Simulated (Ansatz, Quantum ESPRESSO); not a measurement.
This is a calculation of AlN for Ansatz 0.2.0. Measurements of this composition are mostly on another form, of space group No. 186.

Contents of input.yaml:

```yaml
crystal:
  lattice:
    - [0.0, 2.1839935596, 2.1839935596]
    - [2.1839935596, 0.0, 2.1839935596]
    - [2.1839935596, 2.1839935596, 0.0]
  atoms:
    - { symbol: Al, position: [0.0, 0.0, 0.0] }
    - { symbol: "N", position: [0.25, 0.25, 0.25] }
hamiltonian:
  xc: pbe
  pseudopotentials: { kind: paw }
  dispersion: d3bj
kpoints:
  mp_grid: { grid: [10, 10, 10] }
scf:
  occupations: { method: fermi_dirac, width: 0.05 }
output:
  forces: true
  stress: true
relax:
  f_tol: 0.01
  max_steps: 40
  cell: { stress_tol: 0.05 }
```

Potentials or basis: Ansatz PAW.

Launch:

```bash
$ ansatz run input.yaml --threads 2 --pin off --max-ram 5632MiB --backend cpu --events-out ev --progress --plain --runs-dir out
```

Problem. What does the same run look like in Quantum ESPRESSO 7.5 (ASE script)? Potentials or basis there: PseudoDojo 0.4.1 SR PBE standard, cutoff 1143 eV.

Solution. As run (cutoffs and basis follow the program's own potentials, and thresholds, step limits or extra output files can differ):

run.py

```python
import numpy as np
from ase.calculators.espresso import Espresso, EspressoProfile
from ase.io import read

atoms = read('AlN.cif')

input_data = {
    'control': {'calculation': 'scf', 'prefix': 'pwscf', 'outdir': './tmp', 'tprnfor': True, 'tstress': True, 'disk_io': 'low'},
    'system': {'ecutwfc': 84.0, 'nbnd': 9, 'occupations': 'smearing', 'smearing': 'fd', 'degauss': 0.00367493, 'vdw_corr': 'grimme-d3', 'dftd3_version': 4},
    'electrons': {'conv_thr': 4e-10, 'electron_maxstep': 120, 'mixing_beta': 0.5},
}
pseudopotentials = {'N': 'N.upf', 'Al': 'Al.upf'}
profile = EspressoProfile(command='pw.x', pseudo_dir='pseudo')
dft = Espresso(profile=profile, input_data=input_data, pseudopotentials=pseudopotentials, kpts=(10, 10, 10), koffset=(0, 0, 0))
atoms.calc = dft

from ase.optimize import LBFGS
from ase.filters import FrechetCellFilter
done = LBFGS(FrechetCellFilter(atoms), trajectory='opt.traj').run(fmax=0.02, steps=30)
print('converged', done)
print('cell (A)', np.round(atoms.cell.cellpar(), 5))
print(f'energy {atoms.get_potential_energy():.8f} eV')
print('forces (eV/A)')
print(np.round(atoms.get_forces(), 6))
print('stress (eV/A^3, Voigt)')
print(np.round(atoms.get_stress(), 8))
print(f'Fermi level {dft.get_fermi_level():.4f} eV')
```

Contents of AlN.cif:

```cif
data_AlN
_cell_length_a 3.08863331
_cell_length_b 3.08863331
_cell_length_c 3.08863331
_cell_angle_alpha 60.00000000
_cell_angle_beta 60.00000000
_cell_angle_gamma 60.00000000
_space_group_name_H-M_alt 'P1'
_space_group_name_Hall 'P 1'
_space_group_IT_number 1
loop_
_space_group_symop_operation_xyz
'x,y,z'
loop_
_atom_site_label
_atom_site_type_symbol
_atom_site_symmetry_multiplicity
_atom_site_Wyckoff_symbol
_atom_site_fract_x
_atom_site_fract_y
_atom_site_fract_z
_atom_site_occupancy
Al1 Al 1 a 0.0000000000 0.0000000000 0.0000000000 1
N1 N 1 a 0.2500000000 0.2500000000 0.2500000000 1
```

Potentials or basis: PseudoDojo 0.4.1 SR PBE standard.

Run with:

```bash
$ OMP_NUM_THREADS=1 python run.py
```

Both were run:

|  | Ansatz | Quantum ESPRESSO |
| --- | --- | --- |
| Relaxed volume | 10.45 Å³/atom | 10.46 Å³/atom |
| Relaxed cell | a = 3.092 Å, b = 3.092 Å, c = 3.092 Å, α = 60.00°, β = 60.00°, γ = 60.00° | a = 3.092 Å, b = 3.092 Å, c = 3.092 Å, α = 60.00°, β = 60.00°, γ = 60.00° |
| Space group after relaxing | F-43m (No. 216) | F-43m (No. 216) |
| Pressure after relaxing | 0.0 GPa | 0.0 GPa |

Ansatz's pressure holds a Pulay term of +0.50 GPa for its cutoff of 420 eV, which the other run lacks.

Where Ansatz's input types no cutoff or centring, it takes its own default and a Γ-centred mesh.

Pressure is positive in compression.
